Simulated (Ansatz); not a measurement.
## MgS: energy against volume and a worked fit

```
CELL_PARAMETERS angstrom
0.00000 2.60165 2.60165
2.60165 0.00000 2.60165
2.60165 2.60165 0.00000
ATOMIC_POSITIONS crystal
S 0.50000 0.50000 0.50000
Mg 0.00000 0.00000 0.00000
```

The cell was scaled at fixed shape and fractions and run with Ansatz, Ansatz PAW, cutoff 420 eV; HSE06, k mesh 6 × 6 × 6 on the cell of 2 atoms, fermi-dirac occupations of 0.05 eV, no spin polarisation, no spin-orbit coupling. The potentials were made for PBE. Energies are those that the program minimises, any entropy of the smearing included.

```csv
V (Å³/atom),energy over the lowest row (meV/atom)
16.5529,14.556
16.9051,5.610
17.2573,0.894
17.6095,0.000
17.9617,2.553
18.3139,?
18.6661,16.720
```

Problem. Fit the third-order Birch-Murnaghan form, give V0, B0 and B′, and predict the energy left open.

Solution. With y = (V0/V)^(2/3), E = E0 + (9 V0 B0/16) [(y - 1)³ B′ + (y - 1)² (6 - 4y)]. Least squares through the rows shown give V0 = 17.5200 Å³/atom, E0 = -0.115 meV, B0 = 80.05 GPa (1 eV/Å³ = 160.218 GPa) and B′ = 4.05, with a largest miss of 0.003 meV. At V = 18.3139 the form with these constants gives 8.225 meV; the run gave 8.228 meV an atom. Measured volume: 17.6 Å³/atom at 294.15 K (a printed reference work), so the fit lies -0.5 % from it. The runs are for a static lattice.
